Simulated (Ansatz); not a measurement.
# NiO2: equation of state with PBEsol

The system is NiO2.

```
CELL_PARAMETERS angstrom
2.79878 0.00000 0.00000
-1.39939 2.42382 0.00000
0.00000 0.00000 4.61827
ATOMIC_POSITIONS crystal
Ni 0.00000 0.00000 0.50000
O 0.33333 0.66667 0.29396
O 0.66667 0.33333 0.70604
```

The cell comes from a database or a generator and needn't be the stable form of this composition.

* Program: Ansatz 0.2.0
* Task: equation of state
* Functional: PBEsol
* Potentials or basis: Ansatz PAW
* Cutoff: 420 eV
* Density cutoff: 1680 eV
* k mesh: 11 × 11 × 6
* Occupations: fermi-dirac, width 0.05 eV
* Spin: collinear spin, ferromagnetic start
* Starting moments: [1.0, 0.0, 0.0] μB

```
Equilibrium volume                        : 10.20 Å³/atom
Bulk modulus at fixed shape and positions : 204 GPa
Pressure derivative of the bulk modulus   : 4.5
```

Energy against volume, from the lowest point:
| volume (Å³/atom) | energy (meV/atom) |
| --- | --- |
| 9.816 | 9.70 |
| 10.025 | 1.85 |
| 10.234 | 0.00 |
| 10.443 | 3.48 |
| 10.652 | 11.73 |
| 10.861 | 24.32 |
| 11.070 | 40.66 |

All runs of the series together: 49 s on 2 threads of Intel(R) Xeon(R) Processor @ 2.70GHz (shared host).

Caveat: the cell was scaled at fixed shape and fractional positions, which overstates the stiffness of a crystal with free parameters, most of all of layers and chains.
